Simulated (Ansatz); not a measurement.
Runs of Ansatz 0.2.0 on W2C. It takes space group P-3m1 (No. 164, trigonal). Conventional cell: a = 3.070 Å, b = 3.070 Å, c = 4.678 Å, α = 90.00°, β = 90.00°, γ = 120.00°. Around W (site symmetry 3m) lie 3 C at 2.13 Å. C (site symmetry -3m) has 6 W at 2.13 Å as nearest neighbours. The cell comes from a database or a generator and needn't be the stable form of this composition.

```tsv
share of exact exchange	gap on the mesh (eV)	pressure (GPa)	largest force (eV/Å)
0.5	none	-18.5	1.13
0.25	none	-10.2	0.74
0.15	none	-6.8	(a)
0.05	none	(c)	0.43
0.2	none	-8.5	(b)
```

Alike in all rows: task single point; level HSE06 form with a typed share of exact exchange; potentials or basis Ansatz PAW; no spin polarisation; cell as given; k mesh 5 × 5 × 3; cutoff (eV) 420; smearing fermi-dirac 0.05 eV; the mesh is coarse, so values aren't converged.

Estimate the missing entries.

(a) 0.59; (b) 0.67; (c) -3.3.

Caveats: all runs use coarse meshes; the PAW data sets come from PBE, with cores solved anew for the run's functional, which leaves a small shift of forces and pressure; the thresholds are loose for stress; forces of over 1 eV/Å show positions far from the minimum, so gaps and moduli don't describe the material at rest (some runs).

A k mesh can miss the band edges, and the runs leave out spin-orbit coupling on W.

A gap of «none» marks a metal or a gap under the smearing width.
